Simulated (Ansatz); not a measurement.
Write the native input for Ansatz 0.2.0 that does the following.

```
Task                : single point
Functional          : PBEsol
Potentials or basis : Ansatz PAW
Cutoff              : 420 eV (not typed: the program's choice for these potentials)
k mesh              : 11 × 11 × 6
Occupations         : fermi-dirac, width 0.05 eV
Spin                : no spin polarisation
```

The system is NiO2.

```
Ni O
1.0
     2.79878    0.00000    0.00000
    -1.39939    2.42382    0.00000
     0.00000    0.00000    4.61827
Ni O
1 2
Direct
  0.00000 0.00000 0.50000
  0.33333 0.66667 0.29396
  0.66667 0.33333 0.70604
```

The cell comes from a database or a generator and needn't be the stable form of this composition.

The input as run:

input.yaml

```yaml
crystal:
  lattice:
    - [2.798781865, 0.0, 0.0]
    - [-1.3993909325, 2.4238161948, 0.0]
    - [0.0, 0.0, 4.618273]
  atoms:
    - { symbol: Ni, position: [0.0, 0.0, 0.5] }
    - { symbol: O, position: [0.3333333333, 0.6666666667, 0.293961] }
    - { symbol: O, position: [0.6666666667, 0.3333333333, 0.706039] }
hamiltonian:
  xc: pbesol
  pseudopotentials: { kind: paw }
kpoints:
  mp_grid: { grid: [11, 11, 6] }
scf:
  occupations: { method: fermi_dirac, width: 0.05 }
output:
  forces: true
  stress: true
  eigenvalues: true
  write_density: true
  write_potential: true
  elf: true
  volumetric_format: npy
```

Potentials or basis: Ansatz PAW.

Command:

```sh
$ ansatz run input.yaml --threads 2 --pin off --max-ram 5632MiB --backend cpu --events-out ev --progress --plain --runs-dir out
```

Results of the run:

```yaml
Pressure: -4.6 GPa
Largest_force: 0.475 eV/Å
Band_gap_on_the_k_mesh: 0.89 eV, indirect (least direct gap 1.15 eV)
```

Caveat: odd divisions of the mesh miss points on the zone boundary, where band edges often lie, so the gap on the mesh can be too wide; the pressure holds a Pulay correction of +0.9 GPa for the finite cutoff; the PAW data sets come from PBE, with cores solved anew for the run's functional, which leaves a small shift of forces and pressure.

Run time: 4.5 s on 2 threads of Intel(R) Xeon(R) Processor @ 2.50GHz (Skylake/Cascade Lake), on a shared host, peak memory 0.37 GiB.
